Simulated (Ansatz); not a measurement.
**Bi2Te2Se: equilibrium volume by level of theory**

```yaml
crystal:
  lattice:
    - [2.16097, 1.24764, 10.58557]
    - [-2.16097, 1.24764, 10.58557]
    - [0.00000, -2.49527, 10.58557]
  atoms:
    - { symbol: Bi, position: [0.39172, 0.39172, 0.39172] }
    - { symbol: Bi, position: [0.60828, 0.60828, 0.60828] }
    - { symbol: Te, position: [0.78040, 0.78040, 0.78040] }
    - { symbol: Te, position: [0.21960, 0.21960, 0.21960] }
    - { symbol: Se, position: [0.00000, 0.00000, 0.00000] }
```

The cell is a database's computed one, not the measured one.

```csv
rung,level,program and potentials,cutoff (eV),k mesh,smearing,core time,chip,equilibrium volume (Å³/atom),notes
GGA + dispersion,BLYP+D4,"Ansatz, Ansatz PAW",420,7 × 7 × 7,fermi-dirac 0.05,70 s,AMD EPYC 7B13 Zen 3,32.61,"potentials made for PBE, which Ansatz adapts in part"
GGA + dispersion,PBEsol+D4,"Ansatz, Ansatz PAW",420,7 × 7 × 7,fermi-dirac 0.05,81 s,AMD EPYC 7B13 Zen 3,30.59,"potentials made for PBE, which Ansatz adapts in part"
meta-GGA,r2SCAN,"Ansatz, Ansatz PAW",500,5 × 5 × 5,fermi-dirac 0.05,82 s,Arm Neoverse V2,34.34,"potentials made for PBE, which Ansatz adapts in part"
meta-GGA,m-r2SCAN,"Ansatz, Ansatz PAW",500,7 × 7 × 7,fermi-dirac 0.05,3 min,Arm Neoverse V2,34.33,"potentials made for PBE, which Ansatz adapts in part"
LDA,LDA,"Ansatz, Ansatz PAW",420,7 × 7 × 7,fermi-dirac 0.05,3 min,Arm Neoverse V1,30.77,"potentials made for PBE, which Ansatz adapts in part"
GGA + dispersion,BLYP+D3(BJ),"Ansatz, Ansatz PAW",420,7 × 7 × 7,fermi-dirac 0.05,3.2 min,Intel Xeon Skylake/Cascade Lake,31.93,"potentials made for PBE, which Ansatz adapts in part"
GGA,PBEsol,"Ansatz, Ansatz PAW",420,7 × 7 × 7,fermi-dirac 0.05,3.3 min,Intel Xeon Skylake/Cascade Lake,31.67,"potentials made for PBE, which Ansatz adapts in part"
meta-GGA + dispersion,r2SCAN+D3(BJ),"Ansatz, Ansatz PAW",500,7 × 7 × 7,fermi-dirac 0.05,4.5 min,Arm Neoverse V1,32.96,"potentials made for PBE, which Ansatz adapts in part"
meta-GGA + dispersion,r2SCAN+rVV10,"Ansatz, Ansatz PAW",500,7 × 7 × 7,fermi-dirac 0.05,4.7 min,Arm Neoverse V2,32.97,"potentials made for PBE, which Ansatz adapts in part"
GGA + dispersion,PBEsol+D3(BJ),"Ansatz, Ansatz PAW",420,7 × 7 × 7,fermi-dirac 0.05,5.2 min,Intel Xeon Skylake/Cascade Lake,29.99,"potentials made for PBE, which Ansatz adapts in part"
```

Times are single runs on shared hosts and different chips, so they are rough; meshes, cutoffs and the tasks' sizes weigh on the time. Task: relaxation of cell and atoms. All rows: no spin polarisation. m-r2SCAN is the variant of Desmarais and co-workers (2025). Smearing widths are in eV. Meshes differ between rows, which moves values too. Meshes are those of the run's cell of 5 atoms unless a note names another. Relaxations start from the cell shown or near it and stop with a little pressure left. Runs on faulty files, with rough fits or with known faults for this quantity aren't shown. PBE isn't shown for this crystal. No row holds spin-orbit coupling.

By rung: LDA 30.77; GGA + dispersion 29.99 to 32.61; GGA 31.67; meta-GGA 34.33 to 34.34; meta-GGA + dispersion 32.96 to 32.97 (Å³/atom).
